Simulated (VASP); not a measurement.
## SiC in VASP 6.6.1, single-point calculation

INCAR

```
ENCUT = 520
PREC = Accurate
LASPH = .TRUE.
ISIF = 2
GGA = PE
NSW = 0
NBANDS = 11
EDIFF = 1E-7
NELMIN = 4
LCHARG = .FALSE.
IBRION = -1
ISMEAR = -1
NELM = 120
LWAVE = .FALSE.
LREAL = .FALSE.
SIGMA = 0.1
```

KPOINTS

```
KPOINTS created by Atomic Simulation Environment
0
Gamma
2 2 2
0 0 0
```

POSCAR

```
Si C
 1.0000000000000000
     0.0000000000000000    2.2651744451000000    2.2651744451000000
     2.2651744451000000    0.0000000000000000    2.2651744451000000
     2.2651744451000000    2.2651744451000000    0.0000000000000000
 Si  C
   1   1
Cartesian
  0.0000000000000000  0.0000000000000000  0.0000000000000000
  1.1325872225500000  1.1325872225500000  1.1325872225500000
```

The recommended PBE PAW datasets give the neutral cell 8 valence electrons.

Command

```
mpirun -np 1 vasp_std
```

Question: Predict the outcome of this run.

Answer: It converged. Results: gap between bands v and c on the k mesh 1.06 eV; least direct gap on the k mesh 4.19 eV; pressure -10.9 GPa. Band v is the last that the valence electrons fill when counted band by band, and c is the next.

OSZICAR

```
N       E                     dE             d eps       ncg     rms          rms(c)
DAV:   1     0.871141212419E+01    0.87114E+01   -0.36698E+03    66   0.587E+02
DAV:   2    -0.141625817515E+02   -0.22874E+02   -0.20614E+02    93   0.112E+02
DAV:   3    -0.149061342114E+02   -0.74355E+00   -0.74257E+00    84   0.176E+01
DAV:   4    -0.149095459394E+02   -0.34117E-02   -0.34115E-02    83   0.142E+00
DAV:   5    -0.149095573435E+02   -0.11404E-04   -0.11404E-04    78   0.723E-02    0.882E+00
DAV:   6    -0.126059263667E+02    0.23036E+01   -0.77163E+00    72   0.128E+01    0.369E+00
DAV:   7    -0.125549408832E+02    0.50985E-01   -0.42888E-01    84   0.365E+00    0.186E+00
DAV:   8    -0.125511968545E+02    0.37440E-02   -0.48191E-02    69   0.134E+00    0.228E-01
DAV:   9    -0.125513753947E+02   -0.17854E-03   -0.54998E-03    83   0.380E-01    0.138E-01
DAV:  10    -0.125517915667E+02   -0.41617E-03   -0.58051E-04    72   0.154E-01    0.389E-02
DAV:  11    -0.125518399866E+02   -0.48420E-04   -0.79182E-05    75   0.572E-02    0.116E-02
DAV:  12    -0.125518415483E+02   -0.15618E-05   -0.22548E-06    75   0.102E-02    0.193E-03
DAV:  13    -0.125518416971E+02   -0.14877E-06   -0.87844E-08    78   0.196E-03    0.192E-03
DAV:  14    -0.125518415736E+02    0.12348E-06   -0.29835E-08    61   0.945E-04    0.180E-04
DAV:  15    -0.125518415768E+02   -0.31519E-08   -0.77669E-10    42   0.191E-04
   1 F= -.12551842E+02 E0= -.12549538E+02  d E =-.460794E-02
```

Standard output (part)

```
POSCAR found type information on POSCAR SiC
 POSCAR found :  2 types and       2 ions
 LDA part: xc-table for (Slater+PW92), standard interpolation
 POSCAR, INCAR and KPOINTS ok, starting setup
 WAVECAR not read
 entering main loop
```

These settings aren't sound, so the numbers aren't properties of the crystal.

On sound settings PBE gives a gap of 1.45 eV on its mesh and a pressure of -17.6 GPa for the intended cell.
